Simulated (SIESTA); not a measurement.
Runs of SIESTA 5.4.2 on Na2S. Symmetry: Fm-3m, No. 225, cubic system. The conventional cell has a = 6.547 Å, b = 6.547 Å, c = 6.547 Å, α = 90.00°, β = 90.00°, γ = 90.00°. S (site symmetry m-3m) has 8 Na at 2.83 Å as nearest neighbours. Around Na (site symmetry -43m) lie 4 S at 2.83 Å. 

```tsv
task	level	potentials or basis	gap on the mesh (eV)	pressure (GPa)
band structure	LDA	PseudoDojo 0.4 standard (LDA files), DZP (energy shift 0.003 Ry; two zetas on semicore shells)	2.26	(b)
band structure	AM05	PseudoDojo 0.4 standard (PBEsol files), DZP (energy shift 0.003 Ry; two zetas on semicore shells)	(a)	0.4
band structure	BLYP	PseudoDojo 0.4 standard (PBE files), DZP (energy shift 0.003 Ry; two zetas on semicore shells)	2.60	1.7
band structure	PBEsol	PseudoDojo 0.4 standard (PBEsol files), DZP (energy shift 0.003 Ry; two zetas on semicore shells)	(c)	-0.2
```

Alike in all rows: no spin polarisation; cell as given; k mesh 7 × 7 × 7; smearing fermi-dirac 0.05 eV; grid cutoff 800 Ry; energy shift 0.003 Ry.

Fill in the values left out.

(a) 2.53; (b) -1.8; (c) 2.39.

Caveats: the basis of atomic orbitals isn't converged, which shifts pressures, moduli and gaps; the potentials were made for another functional, which shifts forces and pressure (some runs).

